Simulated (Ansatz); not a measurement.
The system is Zn.

```
CELL_PARAMETERS angstrom
2.67000 0.00000 0.00000
-1.33500 2.31229 0.00000
0.00000 0.00000 4.96600
ATOMIC_POSITIONS crystal
Zn 0.66667 0.33333 0.75000
Zn 0.33333 0.66667 0.25000
```

| Quantity | Value |
| --- | --- |
| Program | Ansatz 0.2.0 |
| Task | relaxation of cell and atoms |
| Functional | PBE |
| Potentials or basis | Ansatz PAW |
| Cutoff | 420 eV (not typed: the program's choice for these potentials) |
| k mesh | 11 × 11 × 6 |
| Occupations | fermi-dirac, width 0.05 eV |
| Spin | no spin polarisation |

At the start: volume 15.33 Å³/atom.

Question: How do energy, volume and symmetry change on relaxing?

Answer: It ends after 7 steps and the volume is 15.01 Å³/atom (-2.1 %); space group P6_3/mmc (No. 194, to 0.05 Å).

The path:
```tsv
step	energy change (eV)	largest force (eV/Å)	volume (Å³)
1	0.0000	0.0000	30.66
2	-0.0021	0.0000	30.35
3	-0.0037	0.0000	29.41
4	-0.0073	0.0000	29.96
5	-0.0073	0.0000	30.02
6	-0.0073	0.0000	30.02
7	-0.0068	0.0000	30.02
```

Final structure:
```cif
data_structure
_symmetry_space_group_name_H-M 'P 1'
_symmetry_Int_Tables_number 1
_cell_length_a 2.6932
_cell_length_b 2.6932
_cell_length_c 4.7793
_cell_angle_alpha 90.000
_cell_angle_beta 90.000
_cell_angle_gamma 120.000
_cell_volume 30.02
loop_
_atom_site_label
_atom_site_type_symbol
_atom_site_fract_x
_atom_site_fract_y
_atom_site_fract_z
_atom_site_occupancy
Zn1 Zn 0.66667 0.33333 0.75000 1
Zn2 Zn 0.33333 0.66667 0.25000 1
```

Caveat: the plane-wave basis is chosen anew once the cell has moved, so the energies of steps on either side of that aren't comparable.
